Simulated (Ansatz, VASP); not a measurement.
Two plane-wave programs on Ag

The input INCAR:

```
PREC     = Accurate       # precision mode
ENCUT    = 520            # plane-wave cutoff, eV
EDIFF    = 1E-6           # SCF threshold, eV
ISMEAR   = -1             # smearing method
SIGMA    = 0.1            # smearing width, eV
LREAL    = False          # projectors in reciprocal space
LASPH    = True           # aspherical terms in the spheres
NELM     = 80             # most SCF steps
ALGO     = Normal         # electronic algorithm
ISIF     = 2              # what is computed and relaxed
LWAVE    = False          # write WAVECAR
LCHARG   = True           # write CHGCAR
GGA      = RP             # functional
LELF     = True           # ELF
LVHAR    = True         
NBANDS   = 18             # bands
```

The input KPOINTS:

```
Automatic mesh
0
Gamma
  14 14 8
```

The input POSCAR:

```
Ag
1.0
    2.9099505863      0.0000000000      0.0000000000
   -1.4549752931      2.5200911315      0.0000000000
    0.0000000000      0.0000000000      4.7057744862
Ag
2
Direct
    0.3333333333      0.6666666667      0.2500000000
    0.6666666667      0.3333333333      0.7500000000
```

Input for Ansatz:

```yaml
crystal:
  lattice:
    - [2.9099505863, 0.0, 0.0]
    - [-1.4549752931, 2.5200911315, 0.0]
    - [0.0, 0.0, 4.7057744862]
  atoms:
    - { symbol: Ag, position: [0.3333333333, 0.6666666667, 0.25] }
    - { symbol: Ag, position: [0.6666666667, 0.3333333333, 0.75] }
hamiltonian:
  xc: rpbe
  pseudopotentials:
    kind: paw
    azcp:
      Ag: "pseudopotentials/Ag.paw.azcp"
basis:
  ecutwfc: 420
  fft_grid_basis: typed
kpoints:
  mp_grid: { grid: [14, 14, 8], shift: [0, 0, 0] }
magnetization:
  spin_polarized: false
scf:
  occupations: { method: fermi_dirac, width: 0.1 }
  lower_state_search: "off"
output:
  stress: true
  write_density: true
  write_potential: true
  elf: true
  volumetric_format: npy
```

Alike in both runs: task single point; functional RPBE; k mesh 14 × 14 × 8; occupations fermi-dirac, width 0.1 eV; no spin polarisation.

|  | VASP | Ansatz |
| --- | --- | --- |
| version | VASP 6.6.1 | Ansatz 0.2.0 |
| potentials or method | VASP PAW PBE potentials, release 64 (Ag) | plane waves (420 eV) with PAW, scalar-relativistic |
| plane-wave cutoff (eV) | 520 | 420 |
| valence electrons in the cell | 22 | 38 |

|  | VASP | Ansatz | Ansatz less VASP |
| --- | --- | --- | --- |
| pressure (GPa) | 7.6 | 7.8 | +0.14 |
| largest component of the traceless stress (GPa) | 0.68 | 0.69 | +0.011 |

The two sets of potentials don't hold the same shells in valence.

Caveats: the PAW data sets were made with another functional, which shifts forces and pressure a little (VASP).
